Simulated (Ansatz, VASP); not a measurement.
Sn in VASP and in Ansatz

The input INCAR:

```
SYSTEM = Sn
ALGO     = Normal         ! electronic algorithm
EDIFF    = 1E-7           ! SCF threshold, eV
ENCUT    = 520            ! plane-wave cutoff, eV
GGA      = PE             ! functional
ISIF     = 2              ! what is computed and relaxed
ISMEAR   = -1             ! smearing method
LASPH    = .True.         ! aspherical terms in the spheres
LCHARG   = .False.        ! write CHGCAR
LREAL    = .False.        ! projectors in reciprocal space
LWAVE    = .False.        ! write WAVECAR
NBANDS   = 13             ! bands
NELM     = 100            ! most SCF steps
PREC     = Accurate       ! precision mode
SIGMA    = 0.05           ! smearing width, eV
```

The input KPOINTS:

```
k-points
0
Gamma
  10 10 10
  0 0 0
```

Contents of POSCAR:

```
Sn
1.0
   -2.0017645706      2.0017645706      1.6383145356
    2.0017645706     -2.0017645706      1.6383145356
    2.0017645706      2.0017645706     -1.6383145356
Sn
1
Direct
    0.0000000000      0.0000000000      0.0000000000
```

The input input.yaml:

```yaml
crystal:
  lattice:
    - [-2.0017645706, 2.0017645706, 1.6383145356]
    - [2.0017645706, -2.0017645706, 1.6383145356]
    - [2.0017645706, 2.0017645706, -1.6383145356]
  atoms:
    - { symbol: Sn, position: [0.0, 0.0, 0.0] }
hamiltonian:
  xc: pbe
  pseudopotentials: { kind: paw }
kpoints:
  mp_grid: { grid: [10, 10, 10] }
scf:
  occupations: { method: fermi_dirac, width: 0.05 }
output:
  forces: true
  stress: true
  eigenvalues: true
```

Change from the starting cell: volume scaled by 0.96.

Alike in both runs: task single point; functional PBE; k mesh 10 × 10 × 10; occupations fermi-dirac, width 0.05 eV; no spin polarisation.

|  | VASP | Ansatz |
| --- | --- | --- |
| version | VASP 6.6.1 | Ansatz 0.2.0 |
| potentials or method | VASP PAW PBE potentials, release 64 (Sn_d) | Ansatz PAW |
| plane-wave cutoff (eV) | 520 | 420 |
| valence electrons in the cell | 14 | 14 |

|  | VASP | Ansatz | Ansatz less VASP |
| --- | --- | --- | --- |
| gap on the k mesh at the Fermi level (eV) | none | none | - |
| pressure (GPa) | 3.1 | 3.1 | +0.06 |
| largest component of the traceless stress (GPa) | 1.32 | 1.32 | +0.002 |

A gap of «none» marks a metal or a gap that the smearing closes. With one functional, cell and mesh, what is left measures potentials, basis and numerics.
